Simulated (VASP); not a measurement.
# ZnS (F-43m) in VASP: further runs, part 2 of 3

VASP 6.6.1.

**3. Optical spectrum, PBE**

INCAR

```
SYSTEM = ZnS
PREC = Accurate
ENCUT = 520
EDIFF = 1E-6
ISMEAR = 0
SIGMA = 0.02
LREAL = .FALSE.
LASPH = .TRUE.
NELM = 60
ALGO = Normal
ISIF = 2
LWAVE = .FALSE.
LCHARG = .FALSE.
GGA = PE
LOPTICS = .TRUE.
NBANDS = 33
NEDOS = 1000
CSHIFT = 0.05
```

KPOINTS

```
Automatic mesh
0
G
  9 9 9
  0 0 0
```

POSCAR

```
ZnS
1.0
    0.0000000000      2.7020000000      2.7020000000
    2.7020000000      0.0000000000      2.7020000000
    2.7020000000      2.7020000000      0.0000000000
Zn S
1 1
Direct
    0.7500000000      0.7500000000      0.7500000000
    0.0000000000      0.0000000000      0.0000000000
```

Potentials or basis: VASP PAW PBE potentials, release 64 (Zn, S).

Launch:

```sh
cat potpaw_PBE.64/Zn/POTCAR potpaw_PBE.64/S/POTCAR > POTCAR
mpirun -np 1 vasp_std > vasp.out
```

OUTCAR:

```text
SYSTEM = ZnS
   PREC = Accurate
   ENCUT = 520
   EDIFF = 1E-6
   ISMEAR = 0
   LREAL = .FALSE.
   LASPH = .TRUE.
   NELM = 60
   ISIF = 2
   GGA = PE

 ion  position               nearest neighbor table
   1  0.750  0.750  0.750-   2 2.34   2 2.34   2 2.34   2 2.34
   2  0.000  0.000  0.000-   1 2.34   1 2.34   1 2.34   1 2.34

  LATTYP: Found a face centered cubic cell.
 ALAT       =     5.4040000000

  Lattice vectors:

 A1 = (   0.0000000000,   2.7020000000,   2.7020000000)
 A2 = (   2.7020000000,   0.0000000000,   2.7020000000)
 A3 = (   2.7020000000,   2.7020000000,   0.0000000000)

Analysis of symmetry for initial positions (statically):
=====================================================================
 Subroutine PRICEL returns:
 Original cell was already a primitive cell.

 Routine SETGRP: Setting up the symmetry group for a
 face centered cubic supercell.

 Subroutine GETGRP returns: Found 24 space group operations
 (whereof 24 operations were pure point group operations)
 out of a pool of 48 trial point group operations.

The static configuration has the point symmetry T_d .

Analysis of symmetry for dynamics (positions and initial velocities):
=====================================================================
 Subroutine PRICEL returns:
 Original cell was already a primitive cell.

 Routine SETGRP: Setting up the symmetry group for a
 face centered cubic supercell.

 Subroutine GETGRP returns: Found 24 space group operations
 (whereof 24 operations were pure point group operations)
 out of a pool of 48 trial point group operations.

The dynamic configuration has the point symmetry T_d .

 Subroutine INISYM returns: Found 24 space group operations
 (whereof 24 operations are pure point group operations),
 and found     1 'primitive' translations

----------------------------------------------------------------------------------------

                                     Primitive cell

  volume of cell :      39.4535

  direct lattice vectors                    reciprocal lattice vectors
     0.000000000  2.702000000  2.702000000    -0.185048113  0.185048113  0.185048113
     2.702000000  0.000000000  2.702000000     0.185048113 -0.185048113  0.185048113
     2.702000000  2.702000000  0.000000000     0.185048113  0.185048113 -0.185048113

  length of vectors
     3.821205046  3.821205046  3.821205046     0.320512733  0.320512733  0.320512733

[... 125 lines left out ...]
  free energy    TOTEN  =        -6.84725740 eV

  energy without entropy =       -6.84725740  energy(sigma->0) =       -6.84725740

 E-fermi :   2.2367     XC(G=0):  -9.6302

 val. band max:        2.1062377808   @ k =   0.0000   0.0000   0.0000
 cond. band min:       4.2208865691   @ k =   0.0000   0.0000   0.0000
 fundamental gap:      2.1146487883
 Fermi energy:         2.2366697591

 k-point     1 :       0.0000    0.0000    0.0000
  band No.  band energies     occupation
      1     -11.0340      2.00000
      2      -4.2322      2.00000
      3      -4.2322      2.00000
      4      -4.2322      2.00000
      5      -3.7340      2.00000
      6      -3.7340      2.00000
[... 565 lines left out ...]
     20      22.5285      0.00000
     21      24.1959      0.00000

 [... further k-points ...]

 [bands above 21 left out]

------------------------ aborting loop because EDIFF is reached ----------------------------------------

  FORCE on cell =-STRESS in cart. coord.  units (eV):
  Direction    XX          YY          ZZ          XY          YZ          ZX
  --------------------------------------------------------------------------------------
  -------------------------------------------------------------------------------------
  Total        0.4380384      0.4380384      0.4380384     -0.0000000      0.0000000      0.0000000
  in kB       17.7883931     17.7883931     17.7883931     -0.0000000      0.0000000      0.0000000
  external PRESSURE =      17.7883931 kB  Pullay stress =       0.0000000 kB

 VOLUME and BASIS-vectors are now :
 -----------------------------------------------------------------------------
  energy-cutoff  :      520.00
  volume of cell :       39.45
      direct lattice vectors                 reciprocal lattice vectors
     0.000000000  2.702000000  2.702000000    -0.185048113  0.185048113  0.185048113
     2.702000000  0.000000000  2.702000000     0.185048113 -0.185048113  0.185048113
     2.702000000  2.702000000  0.000000000     0.185048113  0.185048113 -0.185048113

 POSITION                                       TOTAL-FORCE (eV/Angst)
 -----------------------------------------------------------------------------------
      4.05300      4.05300      4.05300        -0.000000     -0.000000      0.000000
      0.00000      0.00000      0.00000         0.000000      0.000000     -0.000000
 -----------------------------------------------------------------------------------
    total drift:                                0.000001      0.000001      0.000001

  FREE ENERGIE OF THE ION-ELECTRON SYSTEM (eV)
  ---------------------------------------------------
  free  energy   TOTEN  =        -6.8472573989 eV

  energy  without entropy=       -6.8472573989  energy(sigma->0) =       -6.84725740

 electrical conductivity sigma (Mega S m-1) (frequency dependency in vasprun.xml)
  --------------------------------------------------------------------------------------
       0.000      -0.000      -0.000
       0.000       0.000       0.000
      -0.000      -0.000       0.000

  frequency dependent IMAGINARY DIELECTRIC FUNCTION (independent particle, no local field effects) density-density
     E(ev)      X         Y         Z        XY        YZ        ZX
  --------------------------------------------------------------------------------------------------------------
     0.00000    -0.00000    -0.00000    -0.00000     0.00000     0.00000     0.00000
     0.65619     0.00000     0.00000     0.00000    -0.00000     0.00000     0.00000
     1.31238     0.00000     0.00000     0.00000    -0.00000     0.00000     0.00000
     1.96858     0.00000     0.00000     0.00000    -0.00000     0.00000     0.00000
     2.62477     0.00000     0.00000     0.00000    -0.00000     0.00000     0.00000
     3.28096     0.00000     0.00000     0.00000    -0.00000     0.00000     0.00000
[... 92 lines left out ...]
    64.30679     0.00000     0.00000     0.00000    -0.00000     0.00000     0.00000
    64.96298     0.00000     0.00000     0.00000    -0.00000     0.00000     0.00000

  frequency dependent      REAL DIELECTRIC FUNCTION (independent particle, no local field effects) density-density
     E(ev)        X           Y           Z          XY          YZ          ZX
  --------------------------------------------------------------------------------------------------------------
     0.00000     6.30851     6.30851     6.30851    -0.00000     0.00000     0.00000
     0.65619     6.39216     6.39216     6.39216     0.00000     0.00000    -0.00000
     1.31238     6.68544     6.68544     6.68544     0.00000     0.00000    -0.00000
     1.96858     7.75067     7.75067     7.75067     0.00000     0.00000    -0.00000
     2.62477     8.15239     8.15239     8.15239     0.00000     0.00000    -0.00000
     3.28096     8.57644     8.57644     8.57644     0.00000     0.00000    -0.00000
[... 92 lines left out ...]
    64.30679     0.91605     0.91605     0.91605    -0.00000    -0.00000     0.00000
    64.96298     0.91791     0.91791     0.91791    -0.00000    -0.00000     0.00000

  frequency dependent IMAGINARY DIELECTRIC FUNCTION (independent particle, no local field effects) current-current
     E(ev)      X         Y         Z        XY        YZ        ZX
  --------------------------------------------------------------------------------------------------------------
     0.00000     0.00000     0.00000     0.00000     0.00000     0.00000     0.00000
     0.65619     0.00000     0.00000     0.00000     0.00000    -0.00000     0.00000
     1.31238     0.00000     0.00000     0.00000     0.00000    -0.00000     0.00000
     1.96858     0.00000     0.00000     0.00000     0.00000     0.00000    -0.00000
     2.62477     0.00000     0.00000     0.00000     0.00000    -0.00000     0.00000
     3.28096     0.00000     0.00000     0.00000     0.00000    -0.00000     0.00000
[... 92 lines left out ...]
    64.30679     0.00000     0.00000     0.00000     0.00000    -0.00000     0.00000
    64.96298     0.00000     0.00000     0.00000     0.00000    -0.00000     0.00000

  frequency dependent      REAL DIELECTRIC FUNCTION (independent particle, no local field effects) current-current
     E(ev)        X           Y           Z          XY          YZ          ZX
  --------------------------------------------------------------------------------------------------------------
     0.00000     6.30702     6.30702     6.30702     0.00000     0.00000     0.00000
     0.65619     6.38977     6.38977     6.38977     0.00000     0.00000     0.00000
     1.31238     6.68269     6.68269     6.68269     0.00000     0.00000     0.00000
     1.96858     7.73908     7.73908     7.73908     0.00000     0.00000     0.00000
     2.62477     8.13775     8.13775     8.13775     0.00000     0.00000     0.00000
     3.28096     8.56693     8.56693     8.56693     0.00000     0.00000     0.00000
[... 92 lines left out ...]
    64.30679     0.91605     0.91605     0.91605    -0.00000    -0.00000     0.00000
    64.96298     0.91791     0.91791     0.91791    -0.00000    -0.00000     0.00000
```

OSZICAR:

```text
N       E                     dE             d eps       ncg     rms          rms(c)
DAV:   1     0.119208806966E+03    0.11921E+03   -0.67446E+03  2447   0.647E+02
DAV:   2     0.535886557654E+01   -0.11385E+03   -0.96923E+02  2358   0.187E+02
DAV:   3    -0.706957063370E+01   -0.12428E+02   -0.12105E+02  2852   0.508E+01
DAV:   4    -0.727394954286E+01   -0.20438E+00   -0.20408E+00  2674   0.659E+00
DAV:   5    -0.727451272978E+01   -0.56319E-03   -0.56317E-03  2763   0.350E-01    0.687E+00
DAV:   6    -0.687672293030E+01    0.39779E+00   -0.21164E-01  3180   0.145E+01    0.544E+00
DAV:   7    -0.684835242093E+01    0.28371E-01   -0.75333E-02  2768   0.191E+00    0.268E+00
DAV:   8    -0.684704026389E+01    0.13122E-02   -0.31881E-03  2961   0.799E-01    0.585E-01
DAV:   9    -0.684711376733E+01   -0.73503E-04   -0.14710E-03  2656   0.185E-01    0.738E-02
DAV:  10    -0.684721876790E+01   -0.10500E-03   -0.13724E-04  2776   0.437E-02    0.637E-02
DAV:  11    -0.684725700565E+01   -0.38238E-04   -0.35614E-05  2611   0.233E-02    0.281E-02
DAV:  12    -0.684725739890E+01   -0.39325E-06   -0.13172E-06  2591   0.568E-03
   1 F= -.68472574E+01 E0= -.68472574E+01  d E =-.156939E-22
 imaginary and real dielectric function
```

Run time: 34 s. Hardware: 1 thread of Intel Xeon Platinum 8488C (Sapphire Rapids), shared host; peak memory 0.2 GiB.

Results:

- Free energy: -6.8473 eV
- Pressure: 1.8 GPa
- Band gap on the k mesh: 2.11 eV, direct

Levels at points of the mesh, in eV from the valence-band top:
```
           k point  band 5  band 6  band 7  band 8  band 9  band 10  band 11  band 12  band 13  band 14
(0.00, 0.00, 0.00)   -5.84   -5.84    0.00    0.00    0.00     2.11     6.40     6.40     6.40    11.76
```

Dielectric function (mean over the directions given):
```csv
energy (eV),real part,imaginary part
0.26,6.32,0.00
0.72,6.41,0.00
1.25,6.64,0.00
1.77,7.18,0.00
2.23,6.63,0.00
2.76,8.97,0.00
3.28,8.58,0.00
3.74,9.21,0.46
4.27,7.70,0.07
4.79,9.39,0.32
5.25,7.51,7.92
5.77,18.60,25.44
6.30,1.21,12.42
6.82,-4.08,5.17
7.28,0.62,2.71
7.81,-1.41,9.98
8.33,-3.34,7.63
8.79,-4.71,1.78
9.32,-1.27,1.32
9.84,-1.89,4.55
10.30,-1.95,3.15
10.83,-1.93,3.60
11.35,-1.11,1.40
11.81,-0.84,1.20
12.34,-1.13,0.46
12.86,-0.76,0.29
13.39,-0.74,1.01
13.85,-0.96,1.23
14.37,-0.83,0.72
14.90,-0.51,0.95
15.35,-0.13,0.58
15.88,-0.36,0.35
16.40,-0.16,0.49
16.86,-0.06,0.24
17.39,0.04,0.42
17.91,0.13,0.50
18.37,0.00,0.12
18.90,0.26,0.35
19.42,0.23,0.48
19.95,0.01,0.17
```

Caveat: spectra need much finer meshes, so this one isn't converged; independent-particle spectra lack excitons.

[end of part 2 of 3]
